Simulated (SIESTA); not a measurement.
The system is Tl.

```xyz
2
Lattice="3.4560 0.0000 0.0000 -1.7280 2.9930 0.0000 0.0000 0.0000 5.5250" Properties=species:S:1:pos:R:3 pbc="T T T"
Tl    1.7280    0.9977    4.1438
Tl    0.0000    1.9953    1.3813
```

| Item | Value |
| --- | --- |
| Program | SIESTA 5.4.2 |
| Task | single point |
| Functional | PBEsol |
| Potentials or basis | PseudoDojo 0.4 standard (PBEsol files) |
| Basis | DZP (energy shift 0.003 Ry; two zetas on semicore shells) |
| Grid cutoff | 500 Ry |
| Energy shift | 0.003 Ry |
| k mesh | 9 × 9 × 5 |
| Occupations | fermi-dirac, width 0.05 eV |
| Spin | no spin polarisation |

On this cell: pressure 0.1 GPa; largest force under 0.003 eV/Å; band gap on the k mesh none (metal or under the smearing width).

The same run follows on a disturbed copy (atoms moved at random, drawn with an rms of 0.05 Å):

```
Tl
1.0
     3.45600    0.00000    0.00000
    -1.72800    2.99298    0.00000
     0.00000    0.00000    5.52500
Tl
2
Direct
  0.66750 0.31964 0.74125
  0.32903 0.66275 0.24287
```

Problem. What does the disturbed cell give?

Solution. The energy (extrapolated to zero smearing) moves by +0.2 meV/atom; pressure 0.1 GPa; largest force 0.031 eV/Å; band gap on the k mesh none (metal or under the smearing width).

Forces on the atoms (eV/Å):
```
Tl  -0.009  0.008  0.028
Tl   0.009 -0.008 -0.028
```

Stress tensor (GPa, compression positive):
```
-0.58  0.17  0.00
 0.17 -0.31  0.00
 0.00  0.00  1.24
```

Caveats: the basis of atomic orbitals isn't converged, which shifts pressures, moduli and gaps.
